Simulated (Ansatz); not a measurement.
Task: a convergence test of the k-point mesh of GaN, space group F-43m, with the Python package of Ansatz (0.2.0). Give the script and its output. Settings (first run): PBEsol, PAW, the default cutoff (420 eV here), 4×4×4 k-points, fixed occupations. The script varies mesh: (4, 4, 4), (6, 6, 6), (8, 8, 8), (10, 10, 10), (12, 12, 12).

```
Ga N
1.0
     0.00000    2.25350    2.25350
     2.25350    0.00000    2.25350
     2.25350    2.25350    0.00000
Ga N
1 1
Cartesian
  0.0000 0.0000 0.0000
  3.3803 3.3803 3.3803
```

The script, `kconv.py`:
```python
"""Convergence of GaN with the k-point mesh."""

import warnings

import ansatz as az

SMEARING = "fixed"
XC = "pbesol"


def main() -> None:
    warnings.simplefilter("ignore", az.DeckWarning)

    lattice = az.Lattice.of(
        [0.0, 2.25350061, 2.25350061],
        [2.25350061, 0.0, 2.25350061],
        [2.25350061, 2.25350061, 0.0],
    )
    sites = [
        ("Ga", [0.0, 0.0, 0.0]),
        ("N", [0.75, 0.75, 0.75]),
    ]
    gan = az.Crystal(lattice=lattice)
    for symbol, position in sites:
        gan = gan.atom(symbol, position)

    model = (
        gan.calculation()
        .occupations(SMEARING)
        .functional(XC)
        .stress()
    )

    rows = []
    for value in [(4, 4, 4), (6, 6, 6), (8, 8, 8), (10, 10, 10), (12, 12, 12)]:
        rep = model.kpoints(mesh=value).run(threads=1).report
        rows.append((value, rep["free_energy_ev"] / len(rep["lattice"]["sites"]), rep["n_iterations"], sum(rep["stress_gpa"][i][i] for i in range(3)) / 3, rep["n_kpoints"]))

    print("        mesh   F/atom (eV)    iterations       P (GPa)      k-points")
    for row in rows:
        print(f"{str(row[0]):>12s}  {row[1]:12.5f}  {row[2]:12d}  {row[3]:12.3f}  {row[4]:12d}")

    # the last row is the reference
    for row in rows[:-1]:
        shift = 1000 * (row[1] - rows[-1][1])
        print(f"{row[0]}: {shift:+.2f} meV/atom" + ("  (within 2 meV)" if abs(shift) < 2 else ""))


if __name__ == "__main__":
    main()
```

```console
$ python kconv.py
        mesh   F/atom (eV)    iterations       P (GPa)      k-points
   (4, 4, 4)   -2061.38403             6        -1.173             8
   (6, 6, 6)   -2061.41487             6        -1.150            16
   (8, 8, 8)   -2061.41708             6        -1.115            29
(10, 10, 10)   -2061.41728             6        -1.108            47
(12, 12, 12)   -2061.41731             6        -1.104            72
(4, 4, 4): +33.28 meV/atom
(6, 6, 6): +2.45 meV/atom
(8, 8, 8): +0.23 meV/atom  (within 2 meV)
(10, 10, 10): +0.03 meV/atom  (within 2 meV)
```

From 8×8×8 on it stays within 2 meV an atom of the value at 12×12×12; the first row (4×4×4) is off by 33.3 meV and the last but one by 0.03 meV. The pressure moves from -1.17 to -1.10 GPa.

Reading the output:
- Pressure is positive in compression.
- The structure comes from a database of computed cells and needn't be a stable or known phase.
- Shifts are counted from the finest mesh, which is itself no proven limit.
- The whole script took 3.1 s on 1 thread of Intel(R) Xeon(R) 6975P-C (Granite Rapids) (shared host), peak memory 0.38 GiB.
